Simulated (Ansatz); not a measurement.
**TiO2 under changes of volume**

One of the cells (10.435 Å³/atom); the others are scaled copies at fixed shape and fractional positions:

```
Ti O
1.0
     4.59984    0.00000    0.00000
     0.00000    4.59984    0.00000
     0.00000    0.00000    2.95921
Ti O
2 4
Direct
  0.00000 0.00000 0.50000
  0.50000 0.50000 0.00000
  0.30432 0.30432 0.50000
  0.19568 0.80432 0.00000
  0.80432 0.19568 0.00000
  0.69568 0.69568 0.50000
```

The cell is a database's computed one.

```yaml
Program: Ansatz 0.2.0
Functional: PBEsol
Potentials_or_basis: all-electron LAPW, scalar-relativistic
Cutoff: 410 eV (chosen from the basis error)
Basis_error_allowed: 0.001 eV/atom
k_mesh: 6 × 6 × 9
Occupations: fermi-dirac, width 0.05 eV
Spin: no spin polarisation
```

```csv
volume (Å³/atom),energy over the lowest point (meV/atom),pressure (GPa),gap on the mesh (eV),largest force (eV/Å)
9.809,20.09,13.7,1.97,0.240
10.018,6.27,7.6,1.92,0.129
10.227,0.00,2.1,1.87,0.026
10.435,0.50,-2.8,1.82,0.070
10.644,?,?,?,?
10.853,19.17,-11.2,1.73,0.243
11.062,36.16,-14.8,1.69,0.321
```

Problem. What does the run at 10.644 Å³/atom give?

Solution. Energy over the lowest point 7.10 meV/atom; pressure -7.2 GPa; gap on the mesh 1.78 eV; largest force 0.160 eV/Å.

Worked out: A Birch-Murnaghan fit of order 3 (a polynomial in V^(-2/3)) to the other rows has its minimum at 10.31 Å³/atom with B0 = V·E''(V) = 245 GPa and B' = 4.3 at fixed shape and positions, which overstates the stiffness. It gives 7.09 meV/atom at 10.644 Å³/atom, against the run's 7.10, and -dE/dV = -7.2 GPa, against -7.2. A straight line through the other rows of the gap, of slope -2.34 eV per unit of ln V (its deformation potential), gives 1.78 eV, against the run's 1.78.

Energies are extrapolated to zero smearing.

Caveats: an odd mesh through Γ misses points on the zone boundary, where band edges often lie.
